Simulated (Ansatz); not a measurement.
Input for Ansatz (plane-wave DFT, PAW):

```yaml
crystal:
  lattice:
    - [2.7335878934, 0.0, 0.0]
    - [-1.3667939467, 2.3673565592, 0.0]
    - [0.0, 0.0, 3.940504113]
  atoms:
    - { symbol: Ru, position: [0.3333333333, 0.6666666667, 0.25] }
    - { symbol: Ru, position: [0.6666666667, 0.3333333333, 0.75] }
basis:
  ecutwfc: 420
kpoints:
  mp_grid: { grid: [18, 18, 10] }
hamiltonian:
  xc: pbe
scf:
  occupations: { method: gaussian, width: 0.1 }
output:
  forces: true
  stress: true
  eigenvalues: true
```

Run as
```bash
ansatz run input.yaml --threads 1 --pin off --max-ram 1331MiB --backend cpu --events-out ev --progress --plain --runs-dir out
```

Method: DFT PBE, scalar-relativistic, plane waves, PAW (Ansatz).

Part of what the program printed, abridged (final results; tables in files aren't shown):

```
SCF 1 converged in 6 iterations: F = -11756.952305 eV  dr2 = 4.61e-9
SCF converged after 6 iterations
Free energy (F): -11756.952305 eV
Harris-Foulkes:  -11756.952305 eV  (|F-HF|=3.04e-10)
Internal energy: -11756.943671 eV  (E = F + TS)
E sigma→0 (E₀):  -11756.947988 eV
Entropy (-TS):   -0.008634 eV (-4.317 meV/atom)
Fermi energy:    25.453013 eV
--- Per-component energies (eV) ---
  E_band       = -52.650140
  E_kinetic    = 1035.926893
  E_local      = -2401.816276  (includes V_loc(G=0)·N_el)
  E_nonlocal   = 687.144847
  E_hartree    = 776.132754
  E_xc         = -383.702239
  E_vxc        = -482.000521  (∫ρ·V_xc dr)
  E_paw        = -6922.099915  (= ΣΔE_a)
  E_vpaw       = -444.168125  (= ΣTr[D̂ρ^β])
  E_aug_tail   = -0.000299  (compensation charges beyond the density's cutoff)
  E_ewald      = -4548.529435
  E_smearing   = -0.008634  (= −TS)
--- Forces (eV/Å), atoms counted from 1 ---
  atom   1  Ru     0.00000000     0.00000000     0.00000000
  atom   2  Ru     0.00000000     0.00000000     0.00000000
--- Stress (GPa, compression-positive) ---
       17.088654       0.000000       0.000000
        0.000000      17.088654       0.000000
        0.000000       0.000000      67.265394
  P = ⅓ Tr σ = 33.8142 GPa (338.142 kbar)
--- Band table (eV; the first three rows and the last of 222) ---
  k-point 0: bands = ["-47.8962", "-47.5289", "-18.6437", "-17.4900", "-17.4900", "-17.1647", "-17.1647", "-16.9864", "17.0646", "18.5042", "22.3980", "22.3980", "23.1038", "23.1038", "23.4086", "23.4086", "23.6925", "26.6892", "26.6892", "28.0099"]
  k-point 1: bands = ["-47.8874", "-47.5382", "-18.6055", "-17.4821", "-17.4821", "-17.1728", "-17.1728", "-17.0297", "17.2014", "18.5709", "22.1802", "22.1802", "23.2753", "23.2753", "23.4507", "23.4507", "23.6048", "26.7553", "26.7553", "27.5457"]
  k-point 2: bands = ["-47.8619", "-47.5648", "-18.4940", "-17.4593", "-17.4593", "-17.1962", "-17.1962", "-17.1545", "17.5943", "18.7577", "21.9125", "21.9125", "22.9471", "22.9471", "23.3662", "24.0939", "24.0939", "26.4256", "26.8667", "26.8667"]
  k-point 221: bands = ["-47.6063", "-47.6063", "-18.3215", "-18.3215", "-17.8068", "-17.8068", "-17.2019", "-17.2019", "20.3256", "20.3256", "20.8809", "20.8809", "22.5022", "22.5022", "24.1620", "24.1620", "26.3912", "26.3912", "33.9844", "33.9844"]
```

The calculation finished and met its thresholds.